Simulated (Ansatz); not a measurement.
The system is KTaO3.

```
Ta K O
1.0
     3.98830    0.00000    0.00000
     0.00000    3.98830    0.00000
     0.00000    0.00000    3.98830
Ta K O
1 1 3
Direct
  0.00000 0.00000 0.00000
  0.50000 0.50000 0.50000
  0.00000 0.00000 0.50000
  0.00000 0.50000 0.00000
  0.50000 0.00000 0.00000
```

- Program: Ansatz 0.2.0
- Task: relaxation of cell and atoms
- Functional: BLYP
- Potentials or basis: Ansatz PAW
- Cutoff: 420 eV (not typed: the program's choice for these potentials)
- k mesh: 7 × 7 × 7
- Occupations: fermi-dirac, width 0.05 eV
- Spin: no spin polarisation

At the start: volume 12.69 Å³/atom.

Question: Where does the relaxation end?

Answer: It ends after 7 steps and the volume is 13.35 Å³/atom (+5.2 %); space group Pm-3m (No. 221, to 0.05 Å).

Step by step:
```tsv
step	energy change (eV)	largest force (eV/Å)	volume (Å³)
1	0.0000	0.0000	63.44
2	-0.0754	0.0000	67.37
3	-0.0834	0.0000	66.65
4	-0.0836	0.0000	66.59
5	-0.0999	0.0000	66.59
6	-0.0995	0.0000	66.74
7	-0.1003	0.0000	66.74
```

Final structure:
```cif
data_structure
_symmetry_space_group_name_H-M 'P 1'
_symmetry_Int_Tables_number 1
_cell_length_a 4.0562
_cell_length_b 4.0562
_cell_length_c 4.0562
_cell_angle_alpha 90.000
_cell_angle_beta 90.000
_cell_angle_gamma 90.000
_cell_volume 66.74
loop_
_atom_site_label
_atom_site_type_symbol
_atom_site_fract_x
_atom_site_fract_y
_atom_site_fract_z
_atom_site_occupancy
Ta1 Ta 0.00000 0.00000 0.00000 1
K1 K 0.50000 0.50000 0.50000 1
O1 O 0.00000 0.00000 0.50000 1
O2 O 0.00000 0.50000 0.00000 1
O3 O 0.50000 0.00000 0.00000 1
```

Caveat: the plane-wave basis is chosen anew once the cell has moved, so the energies of steps on either side of that aren't comparable; the pressure holds a Pulay correction of +0.6 GPa for the finite cutoff; the PAW data sets come from PBE, with cores solved anew for the run's functional, which leaves a small shift of forces and pressure.
